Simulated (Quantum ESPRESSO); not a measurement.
CaO:

```
Ca O
1.0
     0.00000    2.40356    2.40356
     2.40356    0.00000    2.40356
     2.40356    2.40356    0.00000
Ca O
1 1
Direct
  0.00000 0.00000 0.00000
  0.50000 0.50000 0.50000
```

The cell is a database's computed one.

* Program: Quantum ESPRESSO 7.5
* Task: single point
* Functional: PBE
* Potentials or basis: SSSP 1.3 efficiency PBE
* Cutoff: 748 eV
* Density cutoff: 5987 eV
* k mesh: 10 × 10 × 10
* Occupations: fermi-dirac, width 0.05 eV
* Spin: no spin polarisation

On this cell: pressure 1.5 GPa; largest force zero by symmetry; band gap on the k mesh 3.65 eV, indirect (least direct gap 4.03 eV).

The same run follows on a disturbed copy (atoms moved at random, drawn with an rms of 0.05 Å):

```
Ca O
1.0
     0.00000    2.40356    2.40356
     2.40356    0.00000    2.40356
     2.40356    2.40356    0.00000
Ca O
1 1
Cartesian
  -0.0231 0.0124 0.0167
  2.3918 2.4110 2.4542
```

Problem. What does the disturbed cell give?

Solution. The energy moves by +1.0 meV/atom; pressure 1.5 GPa; largest force 0.108 eV/Å; band gap on the k mesh 3.66 eV, indirect (least direct gap 4.03 eV).

Forces on the atoms (eV/Å):
```
Ca   0.034 -0.015  0.102
O   -0.034  0.015 -0.102
```

Stress tensor (GPa, compression positive):
```
 1.49  0.00 -0.01
 0.00  1.48  0.00
-0.01  0.00  1.65
```

A k mesh can miss the band edges.
